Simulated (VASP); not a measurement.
**From VASP inputs to Ansatz: CaO (strained CsCl)**

INCAR

```
GGA = PE
PREC = Accurate
ISMEAR = -1
LASPH = .TRUE.
ISIF = 2
NELM = 120
IBRION = -1
NBANDS = 15
EDIFF = 1E-7
LWAVE = .FALSE.
LCHARG = .FALSE.
ENCUT = 520
SIGMA = 0.02
NSW = 0
LREAL = .FALSE.
```

KPOINTS

```
KPOINTS created by Atomic Simulation Environment
0
Gamma
8 8 8
0 0 0
```

KPOINTS_OPT

```
special points
4
Reciprocal
0.0000000000 0.0000000000 0.0000000000 1
0.0000000000 0.5000000000 0.0000000000 1
0.5000000000 0.5000000000 0.0000000000 1
0.5000000000 0.5000000000 0.5000000000 1
```

POSCAR

```
Ca O
 1.0000000000000000
     2.9032089648000001    0.0000000000000000    0.0000000000000000
     0.0000000000000000    2.9032089648000001    0.0000000000000000
     0.0000000000000000    0.0000000000000000    2.9943697263000000
 Ca  O
   1   1
Cartesian
  0.0000000000000000  0.0000000000000000  0.0000000000000000
  1.4516044824000001  1.4516044824000001  1.4971848631499998
```

VASP ran with the recommended PBE PAW datasets (16 valence electrons in the cell).

Question: Write an Ansatz input for this cell and level of theory.

Answer: 

```yaml
crystal:
  lattice:
    - [2.9032089648, 0.0, 0.0]
    - [0.0, 2.9032089648, 0.0]
    - [0.0, 0.0, 2.9943697263]
  atoms:
    - { symbol: Ca, position: [0.0, 0.0, 0.0] }
    - { symbol: O, position: [0.5, 0.5, 0.5] }
kpoints:
  mp_grid: { grid: [8, 8, 8] }
  band_path:
    path: [[0.0, 0.0, 0.0], [0.0, 0.5, 0.0], [0.5, 0.5, 0.0], [0.5, 0.5, 0.5]]
    npoints: 1
hamiltonian:
  xc: pbe
scf:
  occupations: { method: fermi_dirac, width: 0.02 }
  n_extra_bands: 4
output:
  forces: true
  stress: true
  eigenvalues: true
```

Other inputs would serve too.

```csv
,VASP,Ansatz
gap between bands v and c,2.67 eV,2.68 eV
least direct gap,2.96 eV,2.97 eV
pressure,0.7 GPa,0.1 GPa
```

Each program uses its own PAW datasets. VASP's cell holds 16 valence electrons and Ansatz's 16. Ansatz's stress includes a Pulay correction; VASP's doesn't.
